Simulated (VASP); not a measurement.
# CuO (Tenorite) (C2/c) in VASP: further runs

One crystal, CuO (Tenorite), is run at these levels: PBE; tasks: atomic charges, electron localisation function, single point.

Everything below comes from runs of VASP 6.6.1. Logs are shortened: lines on timing, memory, paths and dates and some standing lists are left out, and cuts for length are marked.

### 1 The structure

The structure is monoclinic, space group C2/c (No. 15). The conventional cell has a = 4.684 Å, b = 3.423 Å, c = 5.129 Å, α = 90.00°, β = 99.54°, γ = 90.00°. Around Cu (site symmetry -1) lie 4 O at 1.95 to 1.96 Å. O (site symmetry 2) is surrounded by 4 Cu at 1.95 to 1.96 Å.

### 2 Atomic charges, PBE

INCAR reads:

```
PREC = Accurate ; ENCUT = 520
EDIFF = 1E-6 ; ISMEAR = 0
SIGMA = 0.02 ; LREAL = F
LASPH = T ; NELM = 60
ALGO = Normal ; ISIF = 2
LWAVE = F ; LCHARG = F
GGA = PE ; LORBIT = 10
```

KPOINTS reads:

```
regular mesh
0
Gamma
  10 10 5
```

POSCAR reads:

```
CuO
1.0
    2.3418500000     -1.7113000000      0.0000000000
    2.3418500000      1.7113000000      0.0000000000
   -0.8500274268      0.0000000000      5.0578693947
Cu O
2 2
Direct
    0.5000000000      0.0000000000      0.5000000000
    0.0000000000      0.5000000000      0.0000000000
    0.4184000000      0.5816000000      0.7500000000
    0.5816000000      0.4184000000      0.2500000000
```

Potentials or basis: VASP PAW PBE potentials, release 64 (Cu, O).

On the command line:

```sh
$ cat potpaw_PBE.64/Cu/POTCAR potpaw_PBE.64/O/POTCAR > POTCAR
$ mpirun -np 1 vasp_std > vasp.out
```

OUTCAR:

```text
PREC = Accurate
   ENCUT = 520
   EDIFF = 1E-6
   ISMEAR = 0
   LREAL = F
   LASPH = T
   NELM = 60
   ISIF = 2
   GGA = PE
   LORBIT = 10

 ion  position               nearest neighbor table
   1  0.500  0.000  0.500-   3 1.95   4 1.95   4 1.96   3 1.96
   2  0.000  0.500  0.000-   4 1.95   3 1.95   4 1.96   3 1.96
   3  0.418  0.582  0.750-   2 1.95   1 1.95   2 1.96   1 1.96
   4  0.582  0.418  0.250-   1 1.95   2 1.95   2 1.96   1 1.96

  LATTYP: Found a base centered monoclinic cell.
 ALAT       =     4.6837000000
 B/A-ratio  =     0.7307470589
 C/A-ratio  =     1.0950317057
 COS(beta)  =    -0.1657361228

  Lattice vectors:

 A1 = (   2.3418500000,  -1.7113000000,   0.0000000000)
 A2 = (   2.3418500000,   1.7113000000,   0.0000000000)
 A3 = (  -0.8500274268,   0.0000000000,   5.0578693947)

Analysis of symmetry for initial positions (statically):
=====================================================================
 Subroutine PRICEL returns:
 Original cell was already a primitive cell.

 Routine SETGRP: Setting up the symmetry group for a
 base centered monoclinic supercell.

 Subroutine GETGRP returns: Found  4 space group operations
 (whereof  2 operations were pure point group operations)
 out of a pool of  4 trial point group operations.

The static configuration has the point symmetry S_2 .
 The point group associated with its full space group is C_2h.

Analysis of symmetry for dynamics (positions and initial velocities):
=====================================================================
 Subroutine PRICEL returns:
 Original cell was already a primitive cell.

 Routine SETGRP: Setting up the symmetry group for a
 base centered monoclinic supercell.

 Subroutine GETGRP returns: Found  4 space group operations
 (whereof  2 operations were pure point group operations)
 out of a pool of  4 trial point group operations.

The dynamic configuration has the point symmetry S_2 .
 The point group associated with its full space group is C_2h.

 Subroutine INISYM returns: Found  4 space group operations
 (whereof  2 operations are pure point group operations),
 and found     1 'primitive' translations

----------------------------------------------------------------------------------------

                                     Primitive cell

  volume of cell :      40.5399

  direct lattice vectors                    reciprocal lattice vectors
     2.341850000 -1.711300000  0.000000000     0.213506416 -0.292175539  0.035881968
     2.341850000  1.711300000  0.000000000     0.213506416  0.292175539  0.035881968
    -0.850027427  0.000000000  5.057869395     0.000000000  0.000000000  0.197711709

  length of vectors
     2.900484289  2.900484289  5.128800000     0.363646877  0.363646877  0.197711709

  position of ions in fractional coordinates (direct lattice)
     0.500000000  0.000000000  0.500000000
     0.000000000  0.500000000  0.000000000
     0.418400000  0.581600000  0.750000000
     0.581600000  0.418400000  0.250000000

  ion indices of the primitive-cell ions
   primitive index   ion index
                 1           1
                 2           2
                 3           3
                 4           4

----------------------------------------------------------------------------------------

 KPOINTS: regular mesh

Automatic generation of k-mesh.
 Grid dimensions read from file:
 generate k-points for:   10   10    5

 Generating k-lattice:

  Cartesian coordinates                     Fractional coordinates (reciprocal lattice)
     0.021350642 -0.029217554  0.003588197     0.100000000  0.000000000  0.000000000
     0.021350642  0.029217554  0.003588197     0.000000000  0.100000000  0.000000000
     0.000000000  0.000000000  0.039542342     0.000000000  0.000000000  0.200000000

  Length of vectors
     0.036364688  0.036364688  0.039542342

  Shift w.r.t. Gamma in fractional coordinates (k-lattice)
     0.000000000  0.000000000  0.000000000

 Subroutine IBZKPT returns following result:
 ===========================================

 Found    141 irreducible k-points:

 Following reciprocal coordinates:
            Coordinates               Weight
  0.000000  0.000000  0.000000      1.000000
  0.100000 -0.000000  0.000000      4.000000
  0.200000 -0.000000  0.000000      4.000000
  0.300000 -0.000000  0.000000      4.000000
  0.400000 -0.000000  0.000000      4.000000
  0.500000 -0.000000  0.000000      2.000000
[... 16 lines left out ...]
  0.300000  0.300000  0.000000      2.000000
  0.400000  0.300000  0.000000      4.000000
 [... further k-points ...]
   k-points           NKPTS =    141   k-points in BZ     NKDIM =    141   number of bands    NBANDS=     21
   number of dos      NEDOS =    301   number of ions     NIONS =      4
   total plane-waves  NPLWV =  23040
   dimension x,y,z NGX =    24 NGY =   24 NGZ =   40
   dimension x,y,z NGXF=    48 NGYF=   48 NGZF=   80
   ions per type =               2   2
   NGX,Y,Z   is equivalent  to a cutoff of  13.76, 13.76, 12.97 a.u.
   NGXF,Y,Z  is equivalent  to a cutoff of  27.51, 27.51, 25.93 a.u.
 SYSTEM =  unknown system
   PREC   = accura    normal or accurate (medium, high low for compatibility)
   ISTART =      0    job   : 0-new  1-cont  2-samecut
   ICHARG =      2    charge: 1-file 2-atom 10-const
   ISPIN  =      1    spin polarized calculation?
   LNONCOLLINEAR =      F non collinear calculations
   LSORBIT =      F    spin-orbit coupling
   LASPH  =      T    aspherical Exc in radial PAW
   ENCUT  =  520.0 eV  38.22 Ry    6.18 a.u.   5.39  5.39  9.54*2*pi/ulx,y,z
   NELM   =     60;   NELMIN=  2; NELMDL= -5     # of ELM steps
   EDIFF  = 0.1E-05   stopping-criterion for ELM
   LREAL  =      F    real-space projection
[... 7 lines left out ...]
   TEBEG  =    0.0;   TEEND  =   0.0 temperature during run
   PSTRESS=    0.0 pullay stress
   NELECT =      34.0000    total number of electrons
   NUPDOWN=      -1.0000    fix difference up-down
   EMIN   =  10.00;   EMAX   =-10.00  energy-range for DOS
   EFERMI =   0.00;   METHOD = LEGACY
   ISMEAR =     0;   SIGMA  =   0.02  broadening in eV -4-tet -1-fermi 0-gaus
   EFERMI_NEDOS =   21; number of points for ismear=-14 and -15
   IALGO  =     38    algorithm
   IMIX   =      4    mixing-type and parameters
     AMIX     =   0.40;   BMIX     =  1.00
     AMIX_MAG =   1.60;   BMIX_MAG =  1.00
  volume/ion in A,a.u.               =      10.13        68.39
  Fermi-wavevector in a.u.,A,eV,Ry     =   1.543856  2.917465 32.429379  2.383492
  Thomas-Fermi vector in A             =   2.649460
   LORBIT       =     10    0 simple, 1 ext, 2 COOP (PROOUT), +10 PAW based schemes
   GGA     = PE    functional components
   LHFCALC =     F    Hartree Fock is set to
   AEXX    =    0.0000 exact exchange contribution
   IVDW    =     0    specifies the selected vdW correction
   LEPSILON=     F    determine dielectric tensor
   LRPA    =     F    only Hartree local field effects (RPA)
 non-spin polarized calculation
 Gauss-broadening in eV      SIGMA  =   0.02
  energy-cutoff  :      520.00
  volume of cell :       40.54
 maximum number of plane-waves:      1129
 NGX is ok and might be reduce to    24
   NGX = 11   NGY = 11   NGZ = 19

 number of electron      34.0000001 magnetization

 Free energy of the ion-electron system (eV)
  ---------------------------------------------------
  ext. energy  EPLUGINS =         0.00000000
  ---------------------------------------------------
  free energy    TOTEN  =       -19.52139361 eV

  energy without entropy =      -19.52087369  energy(sigma->0) =      -19.52113365

 E-fermi :   5.7120     XC(G=0): -11.9152

 val. band max:        5.7042669908   @ k =  -0.4000   0.2000   0.4000
 cond. band min:       5.7222028491   @ k =   0.5000   0.2000   0.4000
 fundamental gap:      0.0179358583
 Fermi energy:         5.7120346939

 k-point     1 :       0.0000    0.0000    0.0000
  band No.  band energies     occupation
      1     -14.2147      2.00000
      2     -12.8884      2.00000
      3      -2.4335      2.00000
      4       0.1583      2.00000
      5       0.5545      2.00000
      6       2.4023      2.00000
[... 13 lines left out ...]
     20      11.7685      0.00000
     21      13.8930      0.00000

 k-point     2 :       0.1000   -0.0000    0.0000
  band No.  band energies     occupation
      1     -14.1472      2.00000
      2     -12.8667      2.00000
      3      -2.3234      2.00000
      4       0.1421      2.00000
      5       0.5261      2.00000
      6       1.6351      2.00000
[... 13 lines left out ...]
     20      12.2123      0.00000
     21      13.6554      0.00000

 k-point     3 :       0.2000   -0.0000    0.0000
  band No.  band energies     occupation
      1     -13.9641      2.00000
      2     -12.8093      2.00000
      3      -2.0282      2.00000
      4       0.0810      2.00000
      5       0.3871      2.00000
      6       0.6273      2.00000
[... 13 lines left out ...]
     20      12.9699      0.00000
     21      13.2821      0.00000

 k-point     4 :       0.3000   -0.0000    0.0000
  band No.  band energies     occupation
      1     -13.7229      2.00000
      2     -12.7374      2.00000
      3      -1.6548      2.00000
      4      -0.5387      2.00000
      5       0.0060      2.00000
      6       0.5279      2.00000
[... 13 lines left out ...]
     20      12.0210      0.00000
     21      14.5664      0.00000

 k-point     5 :       0.4000   -0.0000    0.0000
  band No.  band energies     occupation
      1     -13.5130      2.00000
      2     -12.6789      2.00000
      3      -1.3720      2.00000
      4      -1.2347      2.00000
      5      -0.0247      2.00000
      6       0.5452      2.00000
[... 13 lines left out ...]
     20      11.4365      0.00000
     21      13.6136      0.00000

 k-point     6 :       0.5000   -0.0000    0.0000
  band No.  band energies     occupation
      1     -13.4288      2.00000
      2     -12.6567      2.00000
      3      -1.5202      2.00000
      4      -1.2345      2.00000
      5      -0.0206      2.00000
      6       0.5566      2.00000
[... 13 lines left out ...]
     20      12.0488      0.00000
     21      12.6872      0.00000

 k-point     7 :       0.1000    0.1000    0.0000
  band No.  band energies     occupation
      1     -14.1071      2.00000
      2     -12.8596      2.00000
      3      -2.2522      2.00000
      4       0.1696      2.00000
      5       0.5303      2.00000
      6       1.7736      2.00000
[... 13 lines left out ...]
     20      12.3688      0.00000
     21      13.6001      0.00000
[... 291 lines left out ...]
      1     -13.2934      2.00000
      2     -12.6232      2.00000
      3      -1.1861      2.00000
      4      -0.9879      2.00000
      5       0.0366      2.00000
      6       0.3556      2.00000
[... 13 lines left out ...]
     20      12.0271      0.00000
     21      13.9666      0.00000

 k-point    21 :      -0.3000    0.2000    0.0000
  band No.  band energies     occupation
      1     -13.4497      2.00000
      2     -12.6547      2.00000
      3      -1.2207      2.00000
      4      -0.6499      2.00000
      5      -0.0546      2.00000
      6       0.3049      2.00000
[... 13 lines left out ...]
     20      11.8946      0.00000
     21      15.0296      0.00000

 k-point    22 :      -0.2000    0.2000    0.0000
  band No.  band energies     occupation
      1     -13.6673      2.00000
      2     -12.7114      2.00000
      3      -1.5568      2.00000
      4      -0.0611      2.00000
      5      -0.0205      2.00000
      6       0.3048      2.00000
[... 13 lines left out ...]
     20      12.3125      0.00000
     21      14.8212      0.00000

 k-point    23 :       0.3000    0.3000    0.0000
  band No.  band energies     occupation
      1     -13.4226      2.00000
      2     -12.6875      2.00000
      3      -1.0894      2.00000
      4      -0.6101      2.00000
      5       0.3864      2.00000
      6       0.4196      2.00000
[... 13 lines left out ...]
     20      12.3747      0.00000
     21      15.0462      0.00000

 k-point    24 :       0.4000    0.3000    0.0000
  band No.  band energies     occupation
      1     -13.2351      2.00000
      2     -12.6403      2.00000
      3      -1.1016      2.00000
      4      -0.7987      2.00000
      5       0.1813      2.00000
      6       0.3740      2.00000
[... 13 lines left out ...]
     20      12.2238      0.00000
     21      14.7109      0.00000

 [... further k-points ...]

------------------------ aborting loop because EDIFF is reached ----------------------------------------

  FORCE on cell =-STRESS in cart. coord.  units (eV):
  Direction    XX          YY          ZZ          XY          YZ          ZX
  --------------------------------------------------------------------------------------
  -------------------------------------------------------------------------------------
  Total        1.5772667      1.8025605      1.3998900      0.0000000      0.0000000     -0.3415871
  in kB       62.3351338     71.2389661     55.3250321      0.0000000      0.0000000    -13.4998567
  external PRESSURE =      62.9663773 kB  Pullay stress =       0.0000000 kB

 VOLUME and BASIS-vectors are now :
 -----------------------------------------------------------------------------
  energy-cutoff  :      520.00
  volume of cell :       40.54
      direct lattice vectors                 reciprocal lattice vectors
     2.341850000 -1.711300000  0.000000000     0.213506416 -0.292175539  0.035881968
     2.341850000  1.711300000  0.000000000     0.213506416  0.292175539  0.035881968
    -0.850027427  0.000000000  5.057869395     0.000000000  0.000000000  0.197711709

 POSITION                                       TOTAL-FORCE (eV/Angst)
 -----------------------------------------------------------------------------------
      0.74591     -0.85565      2.52893         0.000000     -0.000000      0.000000
      1.17092      0.85565      0.00000         0.000000     -0.000000      0.000000
      1.70433      0.27928      3.79340         0.000000     -0.217855      0.000000
      2.12934     -0.27928      1.26447        -0.000000      0.217855      0.000000
 -----------------------------------------------------------------------------------
    total drift:                                0.000000      0.000000     -0.000000

  FREE ENERGIE OF THE ION-ELECTRON SYSTEM (eV)
  ---------------------------------------------------
  free  energy   TOTEN  =       -19.5213936123 eV

  energy  without entropy=      -19.5208736942  energy(sigma->0) =      -19.52113365

 total charge

# of ion       s       p       d       tot
------------------------------------------
    1        0.380   0.387   9.142   9.909
    2        0.380   0.387   9.142   9.909
    3        1.577   3.384   0.000   4.961
    4        1.577   3.384   0.000   4.961
--------------------------------------------------
tot          3.914   7.542  18.284  29.739
```

It took 39 s on 1 thread of Intel Xeon 6975P-C (Granite Rapids), shared host; peak memory 0.24 GiB.

What came out:

| Property | Result |
| --- | --- |
| Free energy | -19.5214 eV |
| Pressure | 6.3 GPa |
| Largest force | 0.218 eV/Å |
| Band gap on the k mesh | none (metal or under the smearing width) |
| Valence electrons inside the program's atomic spheres | Cu 9.91; O 4.96 |

Forces in eV/Å, atoms in the order of the input:
```
Cu   0.000  0.000  0.000
Cu   0.000  0.000  0.000
O    0.000 -0.218  0.000
O    0.000  0.218  0.000
```

Caveat: the run has no spin polarisation, though such a crystal can be magnetic; semilocal functionals often make such compounds metallic where correlation or magnetic order opens a gap, which also shifts bond lengths.

### 3 Electron localisation function, PBE

INCAR reads:

```
  ALGO = Normal
  EDIFF = 1E-6
  ENCUT = 520
  GGA = PE
  ISIF = 2
  ISMEAR = 0
  LASPH = True
  LCHARG = True
  LELF = True
  LREAL = False
  LWAVE = False
  NELM = 60
  PREC = Accurate
  SIGMA = 0.02
```

KPOINTS reads:

```
k-points
0
Gamma
  10 10 5
```

POSCAR is that of step 2.

Potentials or basis: VASP PAW PBE potentials, release 64 (Cu, O).

On the command line:

```sh
$ cat potpaw_PBE.64/Cu/POTCAR potpaw_PBE.64/O/POTCAR > POTCAR
$ mpirun -np 1 vasp_std > vasp.out
```

It took 41 s on 1 thread of Intel Xeon 6975P-C (Granite Rapids), shared host; peak memory 0.24 GiB.

It converged, with:

* Free energy: -19.5214 eV
* Pressure: 6.3 GPa
* Largest force: 0.218 eV/Å
* Band gap on the k mesh: none (metal or under the smearing width)

Forces in eV/Å, atoms in the order of the input:
```
Cu   0.000  0.000  0.000
Cu   0.000  0.000  0.000
O    0.000 -0.218  0.000
O    0.000  0.218  0.000
```

Stress tensor (GPa, compression positive):
```
 6.23  0.00 -1.35
 0.00  7.12  0.00
-1.35  0.00  5.53
```

Levels at points of the mesh, in eV from the Fermi level:
| k point | band 14 | band 15 | band 16 | band 17 | band 18 | band 19 | band 20 | band 21 |
| --- | --- | --- | --- | --- | --- | --- | --- | --- |
| (0.00, 0.00, 0.00) | -2.22 | -2.16 | -1.66 | 0.22 | 0.95 | 1.73 | 6.06 | 8.18 |
| (0.50, 0.00, 0.00) | -1.60 | -1.51 | -1.41 | 0.01 | 0.26 | 4.89 | 6.34 | 6.98 |
| (0.50, 0.50, 0.00) | -2.13 | -1.67 | -1.22 | -0.66 | 1.08 | 3.37 | 7.13 | 8.54 |

Caveat: the run has no spin polarisation, though such a crystal can be magnetic; semilocal functionals often make such compounds metallic where correlation or magnetic order opens a gap, which also shifts bond lengths.

### 4 Single point, PBE

INCAR reads:

```
PREC = Accurate
ENCUT = 520
EDIFF = 1E-6
ISMEAR = 0
SIGMA = 0.011
LREAL = False
LASPH = True
NELM = 100
ALGO = Normal
ISIF = 2
LWAVE = False
LCHARG = False
GGA = PE
NBANDS = 25
```

KPOINTS reads:

```
Automatic mesh
0
Gamma
  10 10 5
```

POSCAR is that of step 3.

On the command line:

```sh
$ cat potpaw_PBE.64/Cu/POTCAR potpaw_PBE.64/O/POTCAR > POTCAR
$ mpirun -np 1 vasp_std > vasp.out
```

It took 98 s on 1 thread of Intel Xeon Platinum 8259CL at 2.50GHz (Skylake/Cascade Lake), shared host; peak memory 0.25 GiB.

Results (log left out):

* Free energy: -19.5212 eV
* Pressure: 6.4 GPa
* Largest force: 0.220 eV/Å
* Band gap on the k mesh: none (metal or under the smearing width)

Forces on the atoms (eV/Å):
```
Cu   0.000  0.000  0.000
Cu   0.000  0.000  0.000
O    0.000 -0.220  0.000
O    0.000  0.220  0.000
```

Stress tensor (GPa, compression positive):
```
 6.38  0.00 -1.37
 0.00  7.25  0.00
-1.37  0.00  5.65
```

Levels at points of the mesh, in eV from the Fermi level:
| k point | band 14 | band 15 | band 16 | band 17 | band 18 | band 19 | band 20 | band 21 |
| --- | --- | --- | --- | --- | --- | --- | --- | --- |
| (0.00, 0.00, 0.00) | -2.22 | -2.17 | -1.67 | 0.22 | 0.95 | 1.73 | 6.06 | 8.18 |
| (0.50, 0.00, 0.00) | -1.60 | -1.51 | -1.42 | 0.01 | 0.26 | 4.89 | 6.34 | 6.97 |
| (0.50, 0.50, 0.00) | -2.13 | -1.67 | -1.22 | -0.66 | 1.07 | 3.37 | 7.13 | 8.54 |

Caveat: the run has no spin polarisation, though such a crystal can be magnetic; semilocal functionals often make such compounds metallic where correlation or magnetic order opens a gap, which also shifts bond lengths. With open d or f shells a metallic result of PBE can be an artefact of self-interaction; +U or a hybrid may open a gap.

### 5 The reference run

An earlier run on the cell as given: functional PBE; potentials or basis VASP PAW PBE potentials, release 64 (Cu, O); cutoff 520 eV; k mesh 10 × 10 × 5; occupations fermi-dirac, width 0.05 eV; no spin polarisation.

* Pressure: 6.4 GPa
* Largest force: 0.219 eV/Å
* Band gap on the k mesh: none (metal or under the smearing width)

### 6 Summary

```csv
task,smearing,gap on the mesh (eV),pressure (GPa),largest force (eV/Å)
atomic charges,gaussian 0.02 eV,none,6.3,0.22
electron localisation function,gaussian 0.02 eV,none,6.3,0.22
single point,gaussian 0.011 eV,none,6.4,0.22
single point,fermi-dirac 0.05 eV,none,6.4,0.22
```

Alike in all rows: level PBE; potentials or basis VASP PAW PBE potentials, release 64 (Cu, O); no spin polarisation; cell as given; k mesh 10 × 10 × 5; cutoff (eV) 520.

Every run on the cell as given and a fine mesh finds a metal.

Caveats: the run has no spin polarisation, though such a crystal can be magnetic; semilocal functionals often make such compounds metallic where correlation or magnetic order opens a gap, which also shifts bond lengths.

Total energies depend on the potentials used, so only differences within one code and one set of settings carry meaning.
